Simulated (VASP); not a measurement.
A run of VASP 6.6.1:

The input INCAR:

```
PREC = Accurate
ENCUT = 520
EDIFF = 1E-6
ISMEAR = -1
SIGMA = 0.1
LREAL = False
LASPH = True
NELM = 80
ALGO = Normal
ISIF = 2
LWAVE = False
LCHARG = True
GGA = PE
LELF = True
LVHAR = True
NBANDS = 28
```

File KPOINTS:

```
regular mesh
0
Gamma
  5 5 5
```

Contents of POSCAR:

```
Cu3I
1.0
    4.1924030000      0.0000000000      0.0000000000
    0.0000000000      4.1924030000      0.0000000000
    0.0000000000      0.0000000000      4.1924030000
I Cu
1 3
Direct
    0.0000000000      0.0000000000      0.0000000000
    0.0000000000      0.5000000000      0.5000000000
    0.5000000000      0.0000000000      0.5000000000
    0.5000000000      0.5000000000      0.0000000000
```

Potentials or basis: VASP PAW PBE potentials, release 64 (I, Cu).

The run is started by

```sh
$ cat potpaw_PBE.64/I/POTCAR potpaw_PBE.64/Cu/POTCAR > POTCAR
$ mpirun -np 1 vasp_std > vasp.out
```

Hardware: 1 thread of AMD EPYC 9R45 96-Core Processor (Zen 5), on a shared host.

Task: How long does it take, and how much memory?

Result: It took 15 s on 1 thread of AMD EPYC 9R45 96-Core Processor (Zen 5) (shared host), peak memory 0.15 GiB. Counts: scf iterations 17, k points 10.
